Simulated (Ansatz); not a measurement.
The system is CuAu.

```
CELL_PARAMETERS angstrom
2.81075 0.00000 0.00000
0.00000 2.81075 0.00000
0.00000 0.00000 3.68500
ATOMIC_POSITIONS crystal
Au 0.00000 0.00000 0.00000
Cu 0.50000 0.50000 0.50000
```

A run of Ansatz 0.2.0 on this cell left the log below. Logs are shortened: lines on timing, memory, paths and dates and some standing lists are left out, and cuts for length are marked.

```text
Warning: RAYON_NUM_THREADS=1 ignored (pool sized by the plan → 1); use --threads N
The last accepted step is kept in <dir> (removed where the run ends without a failure and the disk answers)
LAPW: plane waves up to 8.747 Å⁻¹, error target 1.0e-3 eV per atom; small_component_spin mean_spin; Cu in spheres of 1.284 Å, 19 of its electrons in bands, Dirac shells []; Au in spheres of 1.345 Å, 43 of its electrons in bands, Dirac shells [] (how accurate: hamiltonian.pseudopotentials.lapw.basis_error, Limitations)
Engine: ansatz 0.2.0, x86_64-unknown-linux-gnu
Pseudopotentials: kind: all_electron
Pseudopotential: Au, LAPW, valence charge 43, lapw/all_electron/scalar/gaussian/Au, Koelling and Harmon's equation, gaussian nucleus
Pseudopotential: Cu, LAPW, valence charge 19, lapw/all_electron/scalar/gaussian/Cu, Koelling and Harmon's equation, gaussian nucleus
Functional definition: PBEsol
  exchange = pbesol_x
  correlation = pbesol_c
Crystal: 2 atoms, lattice volume = 29.113 Å³
Basis set: ecut = 291.49880103369514 eV, 327 PW (Γ), exchange–correlation at level 2
Bands: 38, of which v1, the nominal top of the filled ones, is band 31 counted from 1 (30 counted from 0)
Symmetry: 16 space group operations
Space group: P4/mmm (ITA 123), of the structure as read, at distance tolerance 3.1e-5 Å
k-points: 60 of 567
Non-local potential: Au, projectors of the file, none
Non-local potential: Cu, projectors of the file, none
Initial density: superposition of atomic densities (chi_scale 0.1, normalization cell, long waves kept (reshape's long-wave potential 0.00 eV rms))
Initial wavefunctions: plane waves of lowest kinetic energy (no species holds an atomic orbital)
Functional: x = pbesol(κ = 0.804, μ = 0.12345679012345678), c = pbesol(β = 0.046)
iter 1 solved again at ethr=4.71e-4 eV; its pass at ethr=1.00e-1 eV (dr2=2.92e-1 eV) is discarded
SCF iter   1: F=—  HF=-562081.770819 eV  |F-HF|=—  |Δ(HF+E_count)|=         —  Δρ=4.13e-2  dr2=2.92e-1  ethr=4.71e-4  ⟨swp⟩=2.5  Hψ=14546  notcnv=0
preconditioner: auto → Kerker (q_TF=auto, 3.095 Å⁻¹)  [metal: Δε(μ)=0.093 eV  Ē_g=13.317 eV  σ=0.050 eV  W_gap=0.41  n_scr=14 (ndim 8)  ℏωp=32.3 eV  f_vac=0.003  D(μ)=0.70/eV (n_scr^D=2)]
[... 81 lines left out ...]
Basis set: ecut = 306.49197031118314 eV, 343 PW (Γ), exchange–correlation at level 2
iter 1 solved again at ethr=1.57e-10 eV; its pass at ethr=1.00e-1 eV (dr2=9.70e-8 eV) is discarded
SCF iter   1: F=—  HF=-562080.663508 eV  |F-HF|=—  |Δ(HF+E_count)|=         —  Δρ=1.38e-5  dr2=9.07e-8  ethr=1.57e-10  ⟨swp⟩=5.1  Hψ=15064  notcnv=0  reapply=11
SCF iter   2: F=-562080.663508 eV  HF=-562080.663508 eV  |F-HF|=1.32e-7  |Δ(HF+E_count)|=   6.10e-8  Δρ=1.26e-5  dr2=9.61e-8  ethr=1.46e-10  ⟨swp⟩=2.0  Hψ=6523  notcnv=0
SCF 7 converged in 2 iterations: F = -562080.663508 eV  dr2 = 9.61e-8
relax step   7: F+E_penalty+E_count = -562080.66350754 eV  Δ(F+E_penalty+E_count) = -1.884e-6 eV  max|allowed force component| = 2.465e-32 eV/Å  Δτ_max = 0.0000 Å  P = +9.999 GPa  Ω = 27.003 Å³  stress off target by 7.26e-3 GPa  SCF on the basis re-selected at this cell (its energy is not comparable with the rows above)  (2 SCF iters)
basis re-selected at this cell: Δ(F+E_penalty+E_count) = -1.884e-6 eV, ΔP = -0.000 GPa vs the last step (what re-selecting the basis moved, after the strain that the cell walked since its last selection, with what the two solves' SCF thresholds leave and, on support functions, any second-order correction that the steps lacked; it is no measure of the basis error at this ecutwfc). This SCF's stress stands 7.26e-3 GPa from its target on what of the cell is left free (relax.cell.stress_tol is 5.00e-2 GPa) and its largest allowed force component is 2.47e-32 eV/Å (relax.f_tol is 2.00e-2 eV/Å): within both
SCF converged after 2 iterations
Free energy (F): -562080.663508 eV
Harris-Foulkes:  -562080.663508 eV  (|F-HF|=1.32e-7)
Internal energy: -562080.660061 eV  (E = F + TS)
E sigma→0 (E₀):  -562080.661784 eV
Entropy (-TS):   -0.003447 eV (-1.723 meV/atom)
Fermi energy:    23.570044 eV
--- Per-component energies (eV) ---
  E_band       = -4168.310166
  E_kinetic    = 635074.767812
  E_xc         = -11576.441048
  E_electrostatic = -1185578.986825  (all electrons and nuclei)
  E_smearing   = -0.003447  (= −TS)
  E_closure    = 0.000000  (closes the sum)
  E_atoms      = -562072.315016  (free atoms, spherical and without spin; not in F)
  Σ components = -562080.663508   (vs F -562080.663508, Δ=0.00e0)
  Basis errors (estimates in eV, not in F): energy 2.7e-4 per atom: plane waves 2.4e-4 (1.3e-4 summed), levels above the bands 9.7e-98, relativity 4.6e-8, radial functions 2.8e-5, core shells 3.0e-7; eigenvalues (radial functions only) 9.0e-7; not estimated: angular momenta, meshes, grids; target (lapw.basis_error) 1.0e-3; muffin-tin radii Cu 1.252 Å, Au 1.312 Å
--- Forces (eV/Å), atoms counted from 1 ---
  atom   1  Au     0.00000000    -0.00000000     0.00000000
  atom   2  Cu     0.00000000     0.00000000     0.00000000
  max |Σ_I F_I| component: 4.93e-32 eV/Å
--- Stress (GPa, compression-positive) ---
       10.002064      -0.000000      -0.000000
       -0.000000      10.002064       0.000000
       -0.000000       0.000000       9.992735
  P = ⅓ Tr σ = 9.9990 GPa (99.990 kbar)
--- Relaxed structure (6 steps of the walk, 6 accepted, 1 SCFs on fresh bases) ---
  F+E_penalty+E_count = -562080.66350754 eV   max|allowed force component| = 2.465e-32 eV/Å   (the final SCF, on the basis selected at the relaxed cell)
  cell:  # Å, volume = 27.0028 Å³
    - [2.754458169016765, -1.0558120565693227e-33, -1.7596656864286405e-34]
    - [-1.0558120565693227e-33, 2.754458169016765, 8.798433804744355e-35]
    - [-2.3070049665258237e-34, 1.1535083111196738e-34, 3.559064900559033]
  atoms:
    - { symbol: Au, position: [3.2547074656244764e-34, 1.9207056557007602e-33, 3.93613565635451e-34] }
    - { symbol: Cu, position: [0.5, 0.5, 0.5] }
```

Problem. What input gives this log?

Solution. Relaxation of cell and atoms with PBEsol, no spin polarisation. The files as run (others can give the same):

input.yaml
```yaml
crystal:
  lattice:
    - [2.8107494552, 0.0, 0.0]
    - [0.0, 2.8107494552, 0.0]
    - [0.0, 0.0, 3.685]
  atoms:
    - { symbol: Au, position: [0.0, 0.0, 0.0] }
    - { symbol: Cu, position: [0.5, 0.5, 0.5] }
kpoints:
  mp_grid: { grid: [9, 9, 7] }
scf:
  occupations: { method: fermi_dirac, width: 0.05 }
hamiltonian:
  xc: pbesol
  pseudopotentials: { kind: all_electron, lapw: { basis_error: 0.001 } }
output:
  forces: true
  stress: true
relax:
  f_tol: 0.02
  max_steps: 60
  cell: { p_target: 10 }
```

Potentials or basis: all-electron LAPW, scalar-relativistic.
Command:
```console
$ ansatz run input.yaml --threads 1 --pin off --max-ram 3072MiB --backend cpu --events-out ev --progress --plain --runs-dir out
```
